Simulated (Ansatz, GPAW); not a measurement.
Given: the input of a run of Ansatz 0.2.0 on KCl (Sylvite). 

Contents of input.yaml:

```yaml
crystal:
  lattice:
    - [0.0, 3.14647, 3.14647]
    - [3.14647, 0.0, 3.14647]
    - [3.14647, 3.14647, 0.0]
  atoms:
    - { symbol: K, position: [0.0, 0.0, 0.0] }
    - { symbol: Cl, position: [0.5, 0.5, 0.5] }
hamiltonian:
  xc: rpbe
  pseudopotentials: { kind: paw }
kpoints:
  mp_grid: { grid: [7, 7, 7] }
scf:
  occupations: { method: gaussian, width: 0.1 }
output:
  forces: true
  stress: true
  eigenvalues: true
```

Potentials or basis: Ansatz PAW.

The run is started by

```console
$ ansatz run input.yaml --threads 1 --pin off --max-ram 3584MiB --backend cpu --events-out ev --progress --plain --runs-dir out
```

Q: Translate it to GPAW 26.7.0 (ASE script). Potentials or basis there: the program's PAW data sets (release 1.2.1) made for this functional, cutoff 600 eV.

A: As run (cutoffs and basis follow the program's own potentials, and thresholds, step limits or extra output files can differ):

The input run.py:

```python
from ase.dft.bandgap import bandgap
from ase.io import read, write
from ase.units import GPa
from gpaw import GPAW, PW

atoms = read('POSCAR')

calc = GPAW(mode=PW(600),
            xc='RPBE',
            kpts={'size': (7, 7, 7), 'gamma': True},
            occupations={'name': 'methfessel-paxton', 'order': 0, 'width': 0.1},
            nbands=16,
            convergence={'density': 1e-05, 'energy': 1e-05},
            maxiter=150,
            txt='gpaw.txt')
atoms.calc = calc
energy = atoms.get_potential_energy()
forces = atoms.get_forces()
stress = atoms.get_stress()
calc.write('gs.gpw')
write('result.traj', atoms)
print(f'Energy: {energy:.6f} eV')
print('Forces (eV/A):')
print(forces.round(4))
print('Stress (GPa):', (stress / GPa).round(3))
print('Fermi level:', round(calc.get_fermi_level(), 4), 'eV')
print(f'Gap: {bandgap(calc)[0]:.4f} eV, direct: {bandgap(calc, direct=True)[0]:.4f} eV')
```

File POSCAR:

```
KCl
1.0
    0.0000000000      3.1464700000      3.1464700000
    3.1464700000      0.0000000000      3.1464700000
    3.1464700000      3.1464700000      0.0000000000
K Cl
1 1
Direct
    0.0000000000      0.0000000000      0.0000000000
    0.5000000000      0.5000000000      0.5000000000
```

Potentials or basis: the program's PAW data sets (release 1.2.1) made for this functional, pw.

Run with:

```bash
$ OMP_NUM_THREADS=1 python run.py
```

Both were run:

|  | Ansatz | GPAW |
| --- | --- | --- |
| Pressure | 2.4 GPa | 2.3 GPa |

Ansatz's pressure holds a Pulay term of +0.00 GPa for its cutoff of 420 eV, which the other run lacks.

Ansatz's potentials were made for PBE.

Where Ansatz's input types no cutoff or centring, it takes its own default and a Γ-centred mesh.

Pressure is positive in compression.
